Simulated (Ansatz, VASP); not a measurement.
## Two plane-wave programs on Ti

Contents of INCAR:

```
SYSTEM = Ti
ALGO = Normal ; EDIFF = 1E-7
ENCUT = 520 ; GGA = CA
ISIF = 2 ; ISMEAR = -1
LASPH = .True. ; LCHARG = .False.
LREAL = .False. ; LWAVE = .False.
NBANDS = 12 ; NELM = 80
PREC = Accurate ; SIGMA = 0.1
```

File KPOINTS:

```
k-points
0
Gamma
  16 16 16
  0 0 0
```

The input POSCAR:

```
Ti
1.0
   -1.6052405038      1.6052405038      1.6052405038
    1.6052405038     -1.6052405038      1.6052405038
    1.6052405038      1.6052405038     -1.6052405038
Ti
1
Direct
    0.0000000000      0.0000000000      0.0000000000
```

Input for Ansatz:

```yaml
crystal:
  lattice:
    - [-1.6052405038, 1.6052405038, 1.6052405038]
    - [1.6052405038, -1.6052405038, 1.6052405038]
    - [1.6052405038, 1.6052405038, -1.6052405038]
  atoms:
    - { symbol: Ti, position: [0.0, 0.0, 0.0] }
hamiltonian:
  xc: lda
  pseudopotentials:
    kind: paw
    azcp:
      Ti: "pseudopotentials/Ti.paw.azcp"
basis:
  ecutwfc: 420
  fft_grid_basis: typed
kpoints:
  mp_grid: { grid: [16, 16, 16], shift: [0, 0, 0] }
magnetization:
  spin_polarized: false
scf:
  occupations: { method: fermi_dirac, width: 0.1 }
  lower_state_search: "off"
output:
  stress: true
```

Alike in both runs: task single point; functional LDA; k mesh 16 × 16 × 16; occupations fermi-dirac, width 0.1 eV; no spin polarisation.

|  | VASP | Ansatz |
| --- | --- | --- |
| version | VASP 6.6.1 | Ansatz 0.2.0 |
| potentials or method | VASP PAW LDA potentials, release 64 (Ti_sv) | plane waves (420 eV) with PAW, scalar-relativistic |
| plane-wave cutoff (eV) | 520 | 420 |
| valence electrons in the cell | 12 | 12 |

VASP gave:

```
pressure (GPa) : -4.5
```

Problem. What did Ansatz give for the same quantities?

Solution. Pressure (GPa): -4.4.

Ansatz warned: «pseudo_functional_mismatch».
